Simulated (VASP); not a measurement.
Input of a VASP 6.6.1 run:

File INCAR:

```
PREC     = Accurate       # precision mode
ENCUT    = 600            # plane-wave cutoff, eV
EDIFF    = 1E-7           # SCF threshold, eV
ISMEAR   = 0              # smearing method
SIGMA    = 0.1            # smearing width, eV
LREAL    = F              # projectors in reciprocal space
LASPH    = T              # aspherical terms in the spheres
NELM     = 100            # most SCF steps
ALGO     = Normal         # electronic algorithm
ISIF     = 3              # what is computed and relaxed
LWAVE    = F              # write WAVECAR
LCHARG   = F              # write CHGCAR
GGA      = PE             # functional
IBRION   = 2              # ionic algorithm
NSW      = 80             # ionic steps
EDIFFG   = -0.05          # ionic threshold
PSTRESS  = 1020.0
```

Contents of KPOINTS:

```
regular mesh
0
Gamma
  8 8 8
```

POSCAR

```
MgO2
1.0
   -1.9992966123      1.9992966123      2.3635323638
    1.9992966123     -1.9992966123      2.3635323638
    1.9992966123      1.9992966123     -2.3635323638
Mg O
2 4
Direct
    0.2500000000      0.2500000000      0.0000000000
    0.7500000000      0.7500000000      0.0000000000
    0.1240486789      0.6240486789      0.7480973578
    0.6240486789      0.8759513211      0.5000000000
    0.8759513211      0.3759513211      0.2519026422
    0.3759513211      0.1240486789      0.5000000000
```

Potentials or basis: VASP PAW PBE potentials, release 64 (Mg, O).

Run with:

```sh
$ cat potpaw_PBE.64/Mg/POTCAR potpaw_PBE.64/O/POTCAR > POTCAR
$ mpirun -np 1 vasp_std > vasp.out
```

(1) Predict the relaxed volume.

(2) Predict the relaxed cell.

Answers

(1) 6.30 Å³/atom.

(2) a = 3.685 Å, b = 3.685 Å, c = 3.685 Å, α = 114.27°, β = 114.27°, γ = 100.25°.

Caveat: the cell is relaxed towards a set pressure, so the enthalpy falls and the energy may rise.
